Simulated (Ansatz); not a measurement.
Clean, relaxed (110) surface of GaSb, space group F-43m (No. 216) (top face towards +c; atoms held fixed, by place in the list: 1, 2, 3, 4):

```yaml
crystal:
  lattice:
    - [4.32129, 0.00000, 0.00000]
    - [0.00000, 6.11123, 0.00000]
    - [0.00000, 0.00000, 23.48194]
  atoms:
    - { symbol: Ga, position: [0.50000, 0.50000, 0.36198] }
    - { symbol: Sb, position: [0.00000, 0.25000, 0.36198] }
    - { symbol: Ga, position: [0.00000, 0.00000, 0.45399] }
    - { symbol: Sb, position: [0.50000, 0.75000, 0.45399] }
    - { symbol: Ga, position: [0.50000, 0.50815, 0.55137] }
    - { symbol: Sb, position: [0.00000, 0.25961, 0.54530] }
    - { symbol: Ga, position: [0.00000, 0.94002, 0.61879] }
    - { symbol: Sb, position: [0.50000, 0.72573, 0.64926] }
```

Computed with Ansatz, DFT PBEsol, scalar-relativistic, plane waves, PAW. Settings: cutoff 420 eV, Γ-centred mesh 7×5×1 on the computed 8-atom cell, Gaussian smearing of 0.10 eV; no spin polarisation. The cell repeats along c with a dipole correction in the vacuum.

H₂ is adsorbed on the top face, one adsorbate per 26.4 Å², and relaxed from 2 starting sites (fractions of a and b). The adsorption energy is E(slab + adsorbate) − E(slab) − E(free adsorbate, spin-polarised where open-shell). Heights count from the highest slab atom after relaxation. With the adsorbate the cell is lengthened along c to keep the vacuum.

```json
{"start": "top (Sb) at (0.50, 0.73)", "ends at": "not bound", "E_ads (eV)": "-0.01", "height (Å)": "4.11"}
{"start": "hollow (Sb-Sb-Ga) at (0.00, 0.46)", "ends at": "not bound", "E_ads (eV)": "-0.04", "height (Å)": "1.71"}
```

It doesn't bind at this level of theory (ends above -0.1 eV count as unbound; no dispersion correction).

Each end is the local minimum or symmetric point that its start leads to. The slab is only 6.5 Å thick, so the energies aren't converged with thickness.